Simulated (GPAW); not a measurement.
Ru:

```
CELL_PARAMETERS angstrom
2.70580 0.00000 0.00000
-1.35290 2.34329 0.00000
0.00000 0.00000 4.28190
ATOMIC_POSITIONS crystal
Ru 0.66667 0.33333 0.75000
Ru 0.33333 0.66667 0.25000
```

```yaml
Program: GPAW 26.7.0
Task: relaxation of cell and atoms
Functional: PBEsol
Dispersion: D3
Potentials_or_basis: PAW data sets generated in the run's folder for this functional
Cutoff: 600 eV
Basis: pw
k_mesh: 8 × 8 × 5
Occupations: fermi-dirac, width 0.05 eV
Spin: no spin polarisation
```

At the start: pressure -13.8 GPa; volume 13.57 Å³/atom.

Question: Where does the relaxation end?

Answer: Over 4 steps the energy falls by 24.1 meV/atom and the volume is 13.01 Å³/atom (-4.1 %); space group P6_3/mmc (No. 194, to 0.05 Å).

Step by step:
```
step  energy change (eV)  largest force (eV/Å)  pressure (GPa)  volume (Å³)
   1              0.0000                0.0000          -13.79        27.15
   2             -0.0406                0.0000           -5.96        26.48
   3             -0.0482                0.0000            0.37        26.00
   4             -0.0483                0.0000           -0.01        26.03
```

Final structure:
```yaml
crystal:
  lattice:
    - [2.66876, 0.00000, 0.00000]
    - [-1.33438, 2.31122, 0.00000]
    - [0.00000, 0.00000, 4.21954]
  atoms:
    - { symbol: Ru, position: [0.66667, 0.33333, 0.75000] }
    - { symbol: Ru, position: [0.33333, 0.66667, 0.25000] }
```

Caveat: later steps reuse the first step's grids; pairwise dispersion overbinds metals, which lowers pressure and volume.
